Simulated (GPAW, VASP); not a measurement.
Given: the input of a run of GPAW 26.7.0 (ASE script) on FePt (Tetraferroplatinum). 

run.py

```python
from ase import Atoms
from ase.dft.bandgap import bandgap
from ase.io import write
from ase.units import Bohr, GPa
from gpaw import GPAW, PW
from gpaw.elf import elf_from_dft_calculation

atoms = Atoms(['Pt', 'Fe'],
              cell=[[2.7235, 0.0, 0.0],
                    [0.0, 2.7235, 0.0],
                    [0.0, 0.0, 3.72]],
              scaled_positions=[[0.5, 0.5, 0.5],
                                [0.0, 0.0, 0.0]],
              pbc=True)
atoms.set_initial_magnetic_moments([0.0, 3.0])

calc = GPAW(mode=PW(600),
            xc='PBE',
            kpts={'size': (10, 10, 7), 'gamma': True},
            occupations={'name': 'fermi-dirac', 'width': 0.05},
            nbands=24,
            convergence={'density': 1e-05, 'energy': 1e-05},
            maxiter=150,
            txt='gpaw.txt')
atoms.calc = calc
energy = atoms.get_potential_energy()
forces = atoms.get_forces()
stress = atoms.get_stress()
calc.write('gs.gpw')
write('result.traj', atoms)
print(f'Energy: {energy:.6f} eV')
print('Forces (eV/A):')
print(forces.round(4))
print('Stress (GPa):', (stress / GPa).round(3))
print('Moments:', calc.get_magnetic_moments().round(3))
print('Fermi level:', round(calc.get_fermi_level(), 4), 'eV')
print(f'Gap: {bandgap(calc)[0]:.4f} eV, direct: {bandgap(calc, direct=True)[0]:.4f} eV')

# fields on the real-space grid
write('density.cube', atoms, data=calc.get_pseudo_density() * Bohr**3)
write('potential.cube', atoms, data=calc.get_electrostatic_potential())
write('spin.cube', atoms, data=(calc.get_pseudo_density(spin=0) - calc.get_pseudo_density(spin=1)) * Bohr**3)
write('elf.cube', atoms, data=elf_from_dft_calculation(calc).data)
```

Potentials or basis: GPAW PAW data sets (gpaw-data 1.2.1), pw.

The run is started by

```console
$ OMP_NUM_THREADS=1 python run.py
```

**Question.** Translate it to VASP 6.6.1. Potentials or basis there: PBE PAW files Fe, Pt, 520 eV.

**Answer.** As run (cutoffs and basis follow the program's own potentials, and thresholds, step limits or extra output files can differ):

INCAR

```
PREC     = Accurate       # precision mode
ENCUT    = 520            # plane-wave cutoff, eV
EDIFF    = 1E-7           # SCF threshold, eV
ISMEAR   = -1             # smearing method
SIGMA    = 0.05           # smearing width, eV
LREAL    = False          # projectors in reciprocal space
LASPH    = True           # aspherical terms in the spheres
NELM     = 100            # most SCF steps
ALGO     = Normal         # electronic algorithm
ISIF     = 2              # what is computed and relaxed
LWAVE    = False          # write WAVECAR
LCHARG   = False          # write CHGCAR
ISPIN    = 2              # spin polarisation
MAGMOM   = 0 3            # initial moments
LORBIT   = 11             # projections on sites
LMAXMIX  = 4              # l up to which the mixer works
GGA      = PE             # functional
NBANDS   = 20             # bands
```

KPOINTS

```
regular mesh
0
Gamma
  10 10 7
```

File POSCAR:

```
FePt
1.0
    2.7235000000      0.0000000000      0.0000000000
    0.0000000000      2.7235000000      0.0000000000
    0.0000000000      0.0000000000      3.7200000000
Pt Fe
1 1
Direct
    0.5000000000      0.5000000000      0.5000000000
    0.0000000000      0.0000000000      0.0000000000
```

Potentials or basis: VASP PAW PBE potentials, release 64 (Pt, Fe).

The run is started by

```bash
$ cat potpaw_PBE.64/Pt/POTCAR potpaw_PBE.64/Fe/POTCAR > POTCAR
$ mpirun -np 1 vasp_std > vasp.out
```

Both were run:

|  | GPAW | VASP |
| --- | --- | --- |
| Pressure | 4.0 GPa | 3.0 GPa |
| Net moment | 3.28 μB per cell | 3.27 μB per cell |

The potentials hold 24 and 18 valence electrons a cell.

The magnetic state is the one that the start led to; the real crystal's order can differ.

Pressure is positive in compression.
